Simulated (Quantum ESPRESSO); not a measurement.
# MnO (Fm-3m) in Quantum ESPRESSO: a series of runs

The runs below take MnO through Hubbard U by linear response, with PBEsol+U.

Program: Quantum ESPRESSO 7.5. These are calculated values, not measurements. Logs are shortened: lines on timing, memory, paths and dates and some standing lists are left out, and cuts for length are marked.

## 1. Starting point

Symmetry: Fm-3m, No. 225, cubic system. Conventional cell: a = 4.448 Å, b = 4.448 Å, c = 4.448 Å, α = 90.00°, β = 90.00°, γ = 90.00°. Mn (site symmetry m-3m) has 6 O at 2.22 Å as nearest neighbours. O (site symmetry m-3m) is surrounded by 6 Mn at 2.22 Å.

The cell is a database's computed one.

## 2. Hubbard U by linear response, PBEsol+U, collinear spin, ferromagnetic start

pw.in

```
&CONTROL
  calculation = 'scf'
  prefix = 'pwscf'
  outdir = './tmp'
  pseudo_dir = './pseudo'
  tprnfor = .true.
  tstress = .true.
  disk_io = 'low'
/
&SYSTEM
  ibrav = 0
  nat = 2
  ntyp = 2
  ecutwfc = 45
  ecutrho = 360
  nbnd = 20
  occupations = 'smearing'
  smearing = 'fd'
  degauss = 0.00367493
  nspin = 2
  starting_magnetization(1) = 0.2667
  starting_magnetization(2) = 0
/
&ELECTRONS
  conv_thr = 4d-10
  electron_maxstep = 120
  mixing_beta = 0.3
/
ATOMIC_SPECIES
Mn    54.9380 mn_pbesol_v1.5.uspp.F.UPF
O     15.9990 o_pbesol_v1.2.uspp.F.UPF
CELL_PARAMETERS angstrom
   0.0000000000    2.2239077028    2.2239077028
   2.2239077028    0.0000000000    2.2239077028
   2.2239077028    2.2239077028    0.0000000000
ATOMIC_POSITIONS angstrom
Mn     0.0000000000    0.0000000000    0.0000000000
O      2.2239077028    2.2239077028    2.2239077028
K_POINTS automatic
8 8 8 0 0 0
HUBBARD {ortho-atomic}
U Mn-3d 6.0
```

scf2.in

```
&CONTROL
  calculation = 'scf'
  prefix = 'pwscf'
  outdir = './tmp'
  pseudo_dir = './pseudo'
  tprnfor = .true.
  tstress = .true.
  disk_io = 'low'
/
&SYSTEM
  ibrav = 0
  nat = 2
  ntyp = 2
  ecutwfc = 45
  ecutrho = 360
  nbnd = 20
  occupations = 'fixed'
  nspin = 2
  starting_magnetization(1) = 0.2667
  starting_magnetization(2) = 0
  tot_magnetization = 5
/
&ELECTRONS
  conv_thr = 1d-13
  electron_maxstep = 120
  mixing_beta = 0.3
  startingpot = 'file'
  startingwfc = 'file'
/
ATOMIC_SPECIES
Mn    54.9380 mn_pbesol_v1.5.uspp.F.UPF
O     15.9990 o_pbesol_v1.2.uspp.F.UPF
CELL_PARAMETERS angstrom
   0.0000000000    2.2239077028    2.2239077028
   2.2239077028    0.0000000000    2.2239077028
   2.2239077028    2.2239077028    0.0000000000
ATOMIC_POSITIONS angstrom
Mn     0.0000000000    0.0000000000    0.0000000000
O      2.2239077028    2.2239077028    2.2239077028
K_POINTS automatic
8 8 8 0 0 0
HUBBARD {ortho-atomic}
U Mn-3d 6.0
```

hp.in

```
&INPUTHP
  prefix = 'pwscf'
  outdir = './tmp'
  nq1 = 2
  nq2 = 2
  nq3 = 2
  conv_thr_chi = 1d-06
  niter_max = 80
  iverbosity = 1
  alpha_mix(1) = 0.3
/
```

Potentials or basis: GBRV 1.5 PBEsol.

Launch:

```
$ OMP_NUM_THREADS=1 mpirun -n 4 pw.x -nk 4 -in pw.in > pw.out
$ OMP_NUM_THREADS=1 mpirun -n 4 pw.x -nk 4 -in scf2.in > scf2.out
$ OMP_NUM_THREADS=1 mpirun -n 4 hp.x -nk 4 -in hp.in > hp.out
```

pw.out:

```text
This program is part of the open-source Quantum ESPRESSO suite
     for quantum simulation of materials; please cite
[... 6 lines left out ...]
     using ibrav=0 with symmetry is DISCOURAGED, use correct ibrav instead

     K-points division:     npool     =       4
     Subspace diagonalization in iterative solution of the eigenvalue problem:
     a serial algorithm will be used

     G-vector sticks info
     --------------------
     sticks:   dense  smooth     PW     G-vecs:    dense   smooth      PW
     Sum         871     433    151                17153     5985    1139

     Using Slab Decomposition

     bravais-lattice index     =            0
     lattice parameter (alat)  =       5.9433  a.u.
     unit-cell volume          =     148.4489 (a.u.)^3
     number of atoms/cell      =            2
     number of atomic types    =            2
     number of electrons       =        21.00
     number of Kohn-Sham states=           20
     kinetic-energy cutoff     =      45.0000  Ry
     charge density cutoff     =     360.0000  Ry
     scf convergence threshold =      4.0E-10
     mixing beta               =       0.3000
     number of iterations used =            8  plain     mixing
     Exchange-correlation= SLA  PW   PSX  PSC
                           (   1   4  10   8   0   0   0)
     Hubbard projectors: ortho-atomic
     Hubbard parameters of DFT+U (Dudarev formulation) in eV:
     U(Mn-3d) =  6.0000

     Internal variables: lda_plus_u =T, lda_plus_u_kind = 0

     Internal variables: orbital_resolved =F, hub_pot_fix =F, apply_U = F

     celldm(1)=   5.943341  celldm(2)=   0.000000  celldm(3)=   0.000000
     celldm(4)=   0.000000  celldm(5)=   0.000000  celldm(6)=   0.000000

     crystal axes: (cart. coord. in units of alat)
               a(1) = (   0.000000   0.707107   0.707107 )
               a(2) = (   0.707107   0.000000   0.707107 )
               a(3) = (   0.707107   0.707107   0.000000 )

     reciprocal axes: (cart. coord. in units 2 pi/alat)
               b(1) = ( -0.707107  0.707107  0.707107 )
               b(2) = (  0.707107 -0.707107  0.707107 )
               b(3) = (  0.707107  0.707107 -0.707107 )

     PseudoPot. # 1 for Mn read from file:
     mn_pbesol_v1.5.uspp.F.UPF
     Pseudo is Ultrasoft + core correction, Zval = 15.0
     Generated by new atomic code, or converted to UPF format
     Using radial grid of  859 points,  6 beta functions with:
                l(1) =   0
                l(2) =   0
                l(3) =   1
                l(4) =   1
                l(5) =   2
                l(6) =   2
     Q(r) pseudized with  8 coefficients,  rinner =    0.950   0.950   0.950
                                                       0.950   0.950

     PseudoPot. # 2 for O  read from file:
     o_pbesol_v1.2.uspp.F.UPF
     Pseudo is Ultrasoft + core correction, Zval =  6.0
     Generated by new atomic code, or converted to UPF format
     Using radial grid of  737 points,  5 beta functions with:
                l(1) =   0
                l(2) =   0
                l(3) =   1
                l(4) =   1
                l(5) =   2
     Q(r) pseudized with  8 coefficients,  rinner =    0.900   0.900   0.900
                                                       0.900   0.900

     atomic species   valence    mass     pseudopotential
     Mn               15.00    54.93800     Mn( 1.00)
     O                 6.00    15.99900     O ( 1.00)

     Starting magnetic structure
     atomic species   magnetization
     Mn              0.267
     O               0.000

     48 Sym. Ops., with inversion, found

   Cartesian axes

     site n.     atom                  positions (alat units)
         1        Mn     tau(   1) = (   0.0000000   0.0000000   0.0000000  )
         2        O      tau(   2) = (   0.7071068   0.7071068   0.7071068  )

     number of k points=    29  Fermi-Dirac smearing, width (Ry)=  0.0037
                       cart. coord. in units 2pi/alat
        k(    1) = (   0.0000000   0.0000000   0.0000000), wk =   0.0019531
        k(    2) = (   0.0883883   0.0883883  -0.0883883), wk =   0.0156250
        k(    3) = (   0.1767767   0.1767767  -0.1767767), wk =   0.0156250
        k(    4) = (   0.2651650   0.2651650  -0.2651650), wk =   0.0156250
        k(    5) = (  -0.3535534  -0.3535534   0.3535534), wk =   0.0078125
        k(    6) = (   0.1767767   0.0000000   0.0000000), wk =   0.0117188
[... 21 lines left out ...]
        k(   28) = (  -0.7071068   0.1767767  -0.0000000), wk =   0.0234375
        k(   29) = (  -0.7071068   0.3535534   0.0000000), wk =   0.0117188

     Dense  grid:    17153 G-vectors     FFT dimensions: (  36,  36,  36)

     Smooth grid:     5985 G-vectors     FFT dimensions: (  25,  25,  25)

     Check: negative core charge=   -0.000018
     Generating pointlists ...
     new r_m :   0.2917 (alat units)  1.7336 (a.u.) for type    1
     new r_m :   0.2917 (alat units)  1.7336 (a.u.) for type    2

     Initial potential from superposition of free atoms

     starting charge      20.4999, renormalised to      21.0000

     STARTING HUBBARD OCCUPATIONS:

     =================== HUBBARD OCCUPATIONS ===================
     ------------------------ ATOM    1 ------------------------
     Tr[ns(  1)] (up, down, total) =   5.00000  0.00000  5.00000
     Atomic magnetic moment for atom   1 =   5.00000
     SPIN  1
     eigenvalues:
       1.000  1.000  1.000  1.000  1.000
     eigenvectors (columns):
       1.000  0.000  0.000  0.000  0.000
       0.000  1.000  0.000  0.000  0.000
       0.000  0.000  1.000  0.000  0.000
       0.000  0.000  0.000  1.000  0.000
       0.000  0.000  0.000  0.000  1.000
     occupation matrix ns (before diag.):
       1.000  0.000  0.000  0.000  0.000
       0.000  1.000  0.000  0.000  0.000
       0.000  0.000  1.000  0.000  0.000
       0.000  0.000  0.000  1.000  0.000
       0.000  0.000  0.000  0.000  1.000
     SPIN  2
     eigenvalues:
       0.000  0.000  0.000  0.000  0.000
     eigenvectors (columns):
       1.000  0.000  0.000  0.000  0.000
       0.000  1.000  0.000  0.000  0.000
       0.000  0.000  1.000  0.000  0.000
       0.000  0.000  0.000  1.000  0.000
       0.000  0.000  0.000  0.000  1.000
     occupation matrix ns (before diag.):
       0.000  0.000  0.000  0.000  0.000
       0.000  0.000  0.000  0.000  0.000
       0.000  0.000  0.000  0.000  0.000
       0.000  0.000  0.000  0.000  0.000
       0.000  0.000  0.000  0.000  0.000

     Number of occupied Hubbard levels =    5.0000

     Atomic wfc used for Hubbard projectors are orthogonalized

     Starting wfcs are   17 randomized atomic wfcs +    3 random wfcs

     Self-consistent Calculation

     iteration #  1     ecut=    45.00 Ry     beta= 0.30
     Davidson diagonalization with overlap
     ethr =  1.00E-02,  avg # of iterations =  5.3

     =================== HUBBARD OCCUPATIONS ===================
     ------------------------ ATOM    1 ------------------------
     Tr[ns(  1)] (up, down, total) =   4.89976  0.11973  5.01949
     Atomic magnetic moment for atom   1 =   4.78003
     SPIN  1
     eigenvalues:
       0.979  0.979  0.979  0.981  0.981
     eigenvectors (columns):
      -0.000 -0.000 -0.000  0.365 -0.931
      -0.280  0.670 -0.687 -0.000  0.000
      -0.365  0.588  0.722 -0.000 -0.000
       0.000  0.000  0.000 -0.931 -0.365
       0.888  0.453  0.080  0.000 -0.000
     occupation matrix ns (before diag.):
       0.981 -0.000  0.000  0.000  0.000
      -0.000  0.979 -0.000  0.000  0.000
       0.000 -0.000  0.979  0.000  0.000
[... 132 lines left out ...]
     iteration # 11     ecut=    45.00 Ry     beta= 0.30
     Davidson diagonalization with overlap
     ethr =  2.13E-11,  avg # of iterations =  1.6

     negative rho (up, down):  0.000E+00 3.908E-04

     Magnetic moment per site  (integrated on atomic sphere of radius R)
     atom   1 (R=0.292)  charge= 12.5675  magn=  4.3171
     atom   2 (R=0.292)  charge=  5.9721  magn=  0.1396

     End of self-consistent calculation

     =================== HUBBARD OCCUPATIONS ===================
     ------------------------ ATOM    1 ------------------------
     Tr[ns(  1)] (up, down, total) =   4.97530  0.21392  5.18922
     Atomic magnetic moment for atom   1 =   4.76138
     SPIN  1
     eigenvalues:
       0.994  0.994  0.996  0.996  0.996
     eigenvectors (columns):
       0.233  0.972 -0.000  0.000  0.000
       0.000  0.000  0.308  0.602 -0.737
       0.000 -0.000  0.414  0.612  0.674
      -0.972  0.233  0.000 -0.000 -0.000
      -0.000 -0.000 -0.857  0.513  0.061
     occupation matrix ns (before diag.):
       0.994 -0.000  0.000  0.000  0.000
      -0.000  0.996 -0.000  0.000  0.000
       0.000 -0.000  0.996  0.000  0.000
       0.000  0.000  0.000  0.994 -0.000
       0.000  0.000  0.000 -0.000  0.996
     SPIN  2
     eigenvalues:
       0.021  0.021  0.021  0.075  0.075
     eigenvectors (columns):
      -0.000 -0.000 -0.000  0.437 -0.899
      -0.313  0.759 -0.571 -0.000  0.000
      -0.385  0.448  0.807 -0.000 -0.000
       0.000  0.000  0.000 -0.899 -0.437
       0.868  0.472  0.152  0.000 -0.000
     occupation matrix ns (before diag.):
       0.075 -0.000 -0.000  0.000  0.000
      -0.000  0.021 -0.000  0.000  0.000
      -0.000 -0.000  0.021  0.000  0.000
       0.000  0.000  0.000  0.075 -0.000
       0.000  0.000  0.000 -0.000  0.021

     Number of occupied Hubbard levels =    5.1892

 ------ SPIN UP ------------

          k = 0.0000 0.0000 0.0000 (   749 PWs)   bands (ev):

   -68.5300 -37.3727 -37.3727 -37.3727  -6.6047   6.7506   6.7506   6.7506
     7.2780   7.2780   9.8628   9.8628   9.8628  12.6316  26.8392  29.1548
    29.1548  29.1548  32.5090  32.5090

          k = 0.0884 0.0884-0.0884 (   746 PWs)   bands (ev):

   -68.5291 -37.3822 -37.3739 -37.3739  -6.4636   6.4868   6.6814   6.6814
     7.0427   7.0427   9.1540  10.3630  10.3630  13.7221  25.2620  28.5861
    28.5861  29.5057  31.7348  31.7348
[... 145 lines left out ...]
          k = 0.0000-0.3536 0.5303 (   747 PWs)   bands (ev):

   -68.5222 -37.4181 -37.4097 -37.3895  -5.6498   5.1385   5.7818   5.8301
     7.6454   7.7857   9.2125   9.3443  11.3143  19.7119  20.7842  21.4129
    25.2191  31.4432  31.5383  37.9082

          k =-0.7071 0.1768-0.0000 (   746 PWs)   bands (ev):

   -68.5220 -37.4253 -37.4015 -37.3969  -5.7856   5.7364   6.0987   6.5082
     7.9102   8.2351   8.2952   8.8323   9.9768  18.8023  21.1029  22.3147
    25.5210  28.3747  35.4178  37.8263

          k =-0.7071 0.3536 0.0000 (   744 PWs)   bands (ev):

   -68.5215 -37.4137 -37.4137 -37.3976  -5.6881   5.7980   5.7980   5.7987
     7.9106   8.2298   8.7766   8.7766  10.5364  20.1017  21.3698  21.3698
    23.9249  31.5393  31.5393  39.0478

 ------ SPIN DOWN ----------

          k = 0.0000 0.0000 0.0000 (   749 PWs)   bands (ev):

   -63.2756 -32.2271 -32.2271 -32.2271  -6.2352  10.1513  10.1513  10.1513
    14.0344  16.7844  16.7844  16.7844  17.1785  17.1785  27.7015  30.9490
    30.9490  30.9490  35.0549  35.0549

          k = 0.0884 0.0884-0.0884 (   746 PWs)   bands (ev):

   -63.2743 -32.2394 -32.2285 -32.2285  -6.1020   9.2742   9.9669   9.9669
    14.9235  16.8224  16.9502  16.9502  17.4569  17.4569  26.7876  30.4475
    30.4475  31.0434  33.8729  33.8729
[... 145 lines left out ...]
          k = 0.0000-0.3536 0.5303 (   747 PWs)   bands (ev):

   -63.2654 -32.2850 -32.2728 -32.2474  -5.1148   7.2813   7.9995   8.8650
    17.1269  17.1540  17.9311  18.3278  18.7738  21.6065  22.7420  23.2243
    26.9258  32.9234  32.9418  39.1530

          k =-0.7071 0.1768-0.0000 (   746 PWs)   bands (ev):

   -63.2643 -32.2942 -32.2631 -32.2572  -5.0755   7.1748   8.6638   8.7697
    15.6837  17.8217  18.1534  18.2174  18.5531  20.9087  22.3216  24.5297
    27.1821  30.0144  36.5327  39.3372

          k =-0.7071 0.3536 0.0000 (   744 PWs)   bands (ev):

   -63.2647 -32.2783 -32.2783 -32.2573  -5.0523   7.8114   7.8114   8.4456
    17.0298  17.0298  17.8677  18.4584  18.5540  22.1500  23.1463  23.1463
    25.6643  32.9753  32.9753  40.6137

     the Fermi energy is    12.5349 ev

!    total energy              =    -243.26491205 Ry
     estimated scf accuracy    <          1.5E-11 Ry
     smearing contrib. (-TS)   =      -0.00000865 Ry
     internal energy E=F+TS    =    -243.26490340 Ry

     The total energy is F=E-TS. E is the sum of the following terms:
     one-electron contribution =    -109.48422566 Ry
     hartree contribution      =      65.68544521 Ry
     xc contribution           =     -33.80794881 Ry
     ewald contribution        =    -165.70798005 Ry
     Hubbard energy            =       0.04980591 Ry

     total magnetization       =     5.00 Bohr mag/cell
     absolute magnetization    =     5.00 Bohr mag/cell

     convergence has been achieved in  11 iterations

     negative rho (up, down):  0.000E+00 3.908E-04

     Forces acting on atoms (cartesian axes, Ry/au):

     atom    1 type  1   force =    -0.00000000   -0.00000000    0.00000000
     atom    2 type  2   force =     0.00000000    0.00000000   -0.00000000

     Total force =     0.000000     Total SCF correction =     0.000000

     Computing stress (Cartesian axis) and pressure

     negative rho (up, down):  0.000E+00 3.908E-04
          total   stress  (Ry/bohr**3)                   (kbar)     P=       53.74
   0.00036533  -0.00000000   0.00000000           53.74       -0.00        0.00
  -0.00000000   0.00036533   0.00000000           -0.00       53.74        0.00
   0.00000000   0.00000000   0.00036533            0.00        0.00       53.74

=------------------------------------------------------------------------------=
   JOB DONE.
=------------------------------------------------------------------------------=
```

Wall time 58 s (4 MPI ranks of Intel Xeon Platinum 8375C at 2.90GHz (Ice Lake), shared host); peak memory 0.4 GiB.

What came out:

```yaml
Free_energy: -3309.7877 eV
Pressure: 5.4 GPa
Band_gap_on_the_k_mesh: 0.34 eV, indirect (least direct gap 2.48 eV)
Net_moment: 5.00 μB per cell
Absolute_moment: 5.00 μB per cell
Site_moments: Mn +4.32; O +0.14 μB
Valence_electrons_inside_the_program's_atomic_spheres: Mn 12.57; O 5.97
Hubbard_U_from_linear_response: 4.53 eV
```

Levels at points of the mesh, in eV from the valence-band top:
Spin up:
| k point | band 9 | band 10 | band 11 | band 12 | band 13 | band 14 | band 15 | band 16 | band 17 | band 18 |
| --- | --- | --- | --- | --- | --- | --- | --- | --- | --- | --- |
| (0.00, 0.00, 0.00) | -5.02 | -5.02 | -2.43 | -2.43 | -2.43 | 0.34 | 14.54 | 16.86 | 16.86 | 16.86 |
| (0.00, 0.00, -0.50) | -4.62 | -4.62 | -3.17 | 0.00 | 0.00 | 4.19 | 8.72 | 12.48 | 12.48 | 18.97 |
| (0.00, -0.50, -0.50) | -4.39 | -4.39 | -3.88 | -3.56 | -3.56 | 5.67 | 8.80 | 10.96 | 14.43 | 14.43 |
Spin down:
```
             k point  band 5  band 6  band 7  band 8  band 9  band 10  band 11  band 12
  (0.00, 0.00, 0.00)  -18.53   -2.14   -2.14   -2.14    1.74     4.49     4.49     4.49
 (0.00, 0.00, -0.50)  -17.52   -6.09   -3.21   -3.21    5.39     5.42     5.76     5.76
(0.00, -0.50, -0.50)  -17.39   -5.34   -3.17   -3.17    2.73     5.47     5.50     6.26
```

Eigenvalues of the final occupation matrices:
```tsv
site	spin	trace	eigenvalues
Mn 1 3d	1	4.98	0.99 0.99 1.00 1.00 1.00
Mn 1 3d	2	0.21	0.02 0.02 0.02 0.07 0.07
```

Hubbard U from linear response:
| site | manifold | U (eV) |
| --- | --- | --- |
| 1 | Mn-3d | 4.53 |
On the first site the bare response is -0.044 and the screened one -0.037 eV⁻¹.

Caveat: a cell with one magnetic atom can't hold antiferromagnetic order, which such compounds often take. The state reached can hang on the start; a lower one may exist.

[end of part 1 of 2]
